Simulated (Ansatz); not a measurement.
Runs of Ansatz 0.2.0 on Se. The structure is trigonal, space group P3_121 (No. 152). Conventional cell: a = 4.366 Å, b = 4.366 Å, c = 4.954 Å, α = 90.00°, β = 90.00°, γ = 120.00°. Around Se (site symmetry 2) lie 2 Se at 2.37 Å. 

```csv
task,level,potentials or basis,spin,cell,k mesh,cutoff (eV),smearing,points for each segment of the path,other keys,mesh quality,gap on the mesh (eV),pressure (GPa),largest force (eV/Å)
single point,HISS,Ansatz PAW,"SOC, no magnetisation",as given,4 × 4 × 3,420,gaussian 0.02 eV,-,-,coarse,2.57,-0.5,(d)
electron localisation function,r2SCAN0,Ansatz PAW,off,as given,5 × 5 × 4,500,methfessel-paxton 0.1 eV,-,-,not flagged,2.82,-0.1,0.37
electrostatic potential,exchange-only PBE,Ansatz PAW,"SOC, no magnetisation",as given,7 × 7 × 6,420,fermi-dirac 0.1 eV,-,scf.eigensolver.kind = davidson; basis.precision = f64,not flagged,(a),(c),1.06
projected density of states,B3LYP5,Ansatz PAW,off,as given,5 × 5 × 4,420,methfessel-paxton 0.15 eV,-,-,not flagged,2.41,(b),0.15
band structure,BPBE,PseudoDojo standard (PBE files),"SOC, no magnetisation",cell strained at random at fixed volume,7 × 7 × 6,699,fermi-dirac 0.025 eV,14,scf.algorithm = direct_min; basis.ecutwfc = 51.4 Ry,not flagged,1.07,2.3,0.55
```

Q: Estimate the missing entries.

A: (a) 1.21; (b) 4.0; (c) 11.3; (d) 0.43.

Caveats: some runs use coarse meshes; odd divisions of the mesh miss points on the zone boundary, where band edges often lie, so the gap on the mesh can be too wide (some runs); the PAW data sets come from PBE, with cores solved anew for the run's functional, which leaves a small shift of forces and pressure (some runs); the thresholds are loose for stress (some runs); forces of over 1 eV/Å show positions far from the minimum, so gaps and moduli don't describe the material at rest (some runs); the potentials were made for another functional, which shifts forces and pressure (some runs); the pressure holds a Pulay correction of +355.5 GPa for the finite cutoff (some runs); the cutoff lies under the one recommended for these potentials (some runs).

A k mesh can miss the band edges, and rows without SOC leave out spin-orbit coupling on Se.

Runs at the PBE level aren't shown here.
